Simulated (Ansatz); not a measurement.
The system is NiO.

```xyz
2
Lattice="0.0000 2.0859 2.0859 2.0859 0.0000 2.0859 2.0859 2.0859 0.0000" Properties=species:S:1:pos:R:3 pbc="T T T"
Ni    0.0000    0.0000    0.0000
O     2.0859    2.0859    2.0859
```

Base run:

```yaml
Program: Ansatz 0.2.0
Functional: PBEsol
Potentials_or_basis: all-electron LAPW, non-relativistic
Cutoff: 378 eV
Density_cutoff: 1514 eV
Basis_error_allowed: 0.001 eV/atom
k_mesh: 11 × 11 × 11
Occupations: fermi-dirac, width 0.05 eV
Spin: collinear spin, ferromagnetic start
Starting_moments: "[1.0, 0.0] μB"
```

Its results: pressure -5.8 GPa; net moment 1.41 μB per cell; site moments Ni +1.18; O +0.22 μB.

Question: After a change of settings the same cell gave: pressure -6.8 GPa; net moment 1.48 μB per cell; site moments Ni +1.24; O +0.23 μB. Which change was it?
A. potentials or basis from all-electron LAPW, non-relativistic to all-electron LAPW, scalar-relativistic
B. functional from PBEsol to PBE; potentials or basis from all-electron LAPW, non-relativistic to all-electron LAPW, scalar-relativistic
C. functional from PBEsol to LDA; potentials or basis from all-electron LAPW, non-relativistic to all-electron LAPW, scalar-relativistic

Answer: A.

Caveats: a cell with one magnetic atom can't hold antiferromagnetic order, which such compounds often take.

Not every run made on this cell is shown here.
